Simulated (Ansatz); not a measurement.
## Pd: do energies and stresses tell the same story?

Method: DFT PBE, scalar-relativistic, plane waves, PAW in Ansatz 0.2.0.

Plane waves to 420 eV, a k mesh through Γ of 18×18×18 on the computed 1-atom cell and Gaussian smearing (0.10 eV); no spin polarisation.

Relaxed cell: Im-3m, a = 3.137 Å, b = 3.137 Å, c = 3.137 Å, α = 90.00°, β = 90.00°, γ = 90.00°, 1 atom in the primitive cell. This bcc form isn't the element's structure at ambient conditions.

Energies at zero smearing and pressures from the stress tensor, at volumes with shape and atoms relaxed:
```tsv
V (Å³/atom)	E − E(first) (meV/atom)	P (GPa)
13.586	0.00	29.81
14.049	-71.57	20.09
14.513	-117.55	12.07
14.976	-142.43	5.45
15.439	-149.87	-0.01
15.902	-142.96	-4.49
16.365	-124.29	-8.16
16.983	-84.83	-12.01
```

Task: Check P = −dE/dV between neighbouring volumes, and get the bulk modulus from the pressures alone.

Result: With 1 eV/Å³ = 160.2 GPa:
```
middle V (Å³/atom)  −ΔE/ΔV (GPa) mean P (GPa)
            13.818        24.757        24.952
            14.281        15.907        16.080
            14.744         8.604         8.758
            15.207         2.575         2.720
            15.671        -2.390        -2.249
            16.134        -6.458        -6.323
            16.674       -10.239       -10.083
```

The two differ by 0.19 GPa at most. The mean of two end pressures misses the average over a step by about ΔV² P″/12, up to 0.15 GPa here; with that taken off 0.07 GPa remains. The stress is the derivative of the free energy, not of the energy at zero smearing, and with free energies 0.01 GPa remains. Around V = 15.439 Å³/atom, the two neighbours give B = −V ΔP/ΔV = 15.439 × 9.94 / 0.926 = 165.6 GPa, against B0 = 164.8 GPa from the Birch–Murnaghan fit of the energies.

Cost: 9 runs of about 0.72 core-minutes in all, on Intel Xeon Platinum 8488C (Sapphire Rapids) (shared hosts).